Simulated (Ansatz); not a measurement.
# CuO: the cost of one run

Computed with Ansatz 0.2.0 (DFT PBE+U, scalar-relativistic, plane waves, PAW, unless a step's input says otherwise).

### Step 1. Starting point

It takes space group C2/c (No. 15, monoclinic). Conventional cell: a = 4.684 Å, b = 3.423 Å, c = 5.129 Å, α = 90.00°, β = 99.54°, γ = 90.00°. Around Cu (site symmetry -1) lie 4 O at 1.95 to 1.96 Å. O (site symmetry 2) is surrounded by 4 Cu at 1.95 to 1.96 Å.

Structure file:

```cif
data_structure
_symmetry_space_group_name_H-M 'C2/c'
_symmetry_Int_Tables_number 15
_cell_length_a 4.6840
_cell_length_b 3.4230
_cell_length_c 5.1290
_cell_angle_alpha 90.000
_cell_angle_beta 99.540
_cell_angle_gamma 90.000
_cell_volume 81.10
loop_
_atom_site_label
_atom_site_type_symbol
_atom_site_symmetry_multiplicity
_atom_site_Wyckoff_symbol
_atom_site_fract_x
_atom_site_fract_y
_atom_site_fract_z
_atom_site_occupancy
Cu1 Cu 4 c 0.25000 0.25000 0.00000 1
O1 O 4 e 0.50000 0.91840 0.25000 1
```

The structure rests on an entry of the Crystallography Open Database; cell or positions may have been set otherwise for this series.

### Step 2. Single point: CuO

Contents of input.yaml:

```yaml
crystal:
  lattice:
    - [3.833939426, 0.0, 5.0580666287]
    - [0.0, 6.846, 0.0]
    - [-5.534060574, 0.0, 5.0580666287]
  atoms:
    - { symbol: Cu, position: [0.125, 0.125, 0.875], spin: 1.0 }
    - { symbol: Cu, position: [0.125, 0.625, 0.875], spin: 1.0 }
    - { symbol: Cu, position: [0.625, 0.125, 0.375], spin: -1.0 }
    - { symbol: Cu, position: [0.625, 0.625, 0.375], spin: -1.0 }
    - { symbol: Cu, position: [0.375, 0.375, 0.625], spin: -1.0 }
    - { symbol: Cu, position: [0.375, 0.875, 0.625], spin: -1.0 }
    - { symbol: Cu, position: [0.875, 0.375, 0.125], spin: 1.0 }
    - { symbol: Cu, position: [0.875, 0.875, 0.125], spin: 1.0 }
    - { symbol: Cu, position: [0.375, 0.375, 0.125], spin: 1.0 }
    - { symbol: Cu, position: [0.375, 0.875, 0.125], spin: 1.0 }
    - { symbol: Cu, position: [0.875, 0.375, 0.625], spin: -1.0 }
    - { symbol: Cu, position: [0.875, 0.875, 0.625], spin: -1.0 }
    - { symbol: Cu, position: [0.125, 0.125, 0.375], spin: -1.0 }
    - { symbol: Cu, position: [0.125, 0.625, 0.375], spin: -1.0 }
    - { symbol: Cu, position: [0.625, 0.125, 0.875], spin: 1.0 }
    - { symbol: Cu, position: [0.625, 0.625, 0.875], spin: 1.0 }
    - { symbol: O, position: [0.125, 0.2092, 0.125] }
    - { symbol: O, position: [0.125, 0.7092, 0.125] }
    - { symbol: O, position: [0.625, 0.2092, 0.625] }
    - { symbol: O, position: [0.625, 0.7092, 0.625] }
    - { symbol: O, position: [0.375, 0.4592, 0.875] }
    - { symbol: O, position: [0.375, 0.9592, 0.875] }
    - { symbol: O, position: [0.875, 0.4592, 0.375] }
    - { symbol: O, position: [0.875, 0.9592, 0.375] }
    - { symbol: O, position: [0.375, 0.2908, 0.375] }
    - { symbol: O, position: [0.375, 0.7908, 0.375] }
    - { symbol: O, position: [0.875, 0.2908, 0.875] }
    - { symbol: O, position: [0.875, 0.7908, 0.875] }
    - { symbol: O, position: [0.125, 0.0408, 0.625] }
    - { symbol: O, position: [0.125, 0.5408, 0.625] }
    - { symbol: O, position: [0.625, 0.0408, 0.125] }
    - { symbol: O, position: [0.625, 0.5408, 0.125] }
magnetization:
  spin_polarized: true
scf:
  occupations: { method: gaussian, width: 0.02 }
output:
  forces: true
  stress: true
  populations: true
  write_density: true
  write_potential: true
  elf: true
  volumetric_format: npy
hamiltonian:
  hubbard: { sites: [{ species: Cu, l: d, u_eff: 12.0 }] }
  xc: pbe
kpoints:
  mp_grid: { grid: [3, 3, 3] }
```

On the command line:

```
> ansatz run input.yaml --threads 4 --pin off --max-ram 12288MiB --backend cpu --events-out ev --progress --plain --runs-dir out
```

What time and memory should one allow on 4 threads of AMD EPYC 7R43 (Zen 3), shared host?

About 2 min, with a peak of 3.9 GiB.
